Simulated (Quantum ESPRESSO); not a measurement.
The system is In.

```
In
1.0
    -1.64686    1.64686    2.50625
     1.64686   -1.64686    2.50625
     1.64686    1.64686   -2.50625
In
1
Direct
  0.00000 0.00000 0.00000
```

The cell isn't the ideal one: volume scaled by 1.04.

```yaml
Program: Quantum ESPRESSO 7.5
Task: relaxation of cell and atoms
Functional: RPBE
Potentials_or_basis: PseudoDojo 0.4.1 SR LDA stringent
Cutoff: 1007 eV
Density_cutoff: 4027 eV
k_mesh: 11 × 11 × 11
Occupations: cold, width 0.1 eV
Spin: no spin polarisation
```

At the start: pressure -8.4 GPa; volume 27.19 Å³/atom.

Q: Where does the relaxation end?

A: Over 6 steps the energy falls by 133.9 meV/atom and the volume is 21.95 Å³/atom (-19.3 %); space group I4/mmm (No. 139, to 0.05 Å).

The path:
```tsv
step	energy change (eV)	largest force (eV/Å)	pressure (GPa)	volume (Å³)
1	0.0000	0.0000	-8.41	27.19
2	-0.0679	0.0000	-7.00	25.58
3	-0.0990	0.0000	5.66	20.53
4	-0.1355	0.0000	-1.26	22.38
5	-0.1343	0.0000	-0.19	22.01
6	-0.1339	0.0000	0.01	21.95
```

Final structure:
```
CELL_PARAMETERS angstrom
-1.53870 1.53870 2.31741
1.53870 -1.53870 2.31741
1.53870 1.53870 -2.31741
ATOMIC_POSITIONS crystal
In 0.00000 0.00000 0.00000
```

Caveat: the potentials were made for another functional, which shifts forces and pressure.
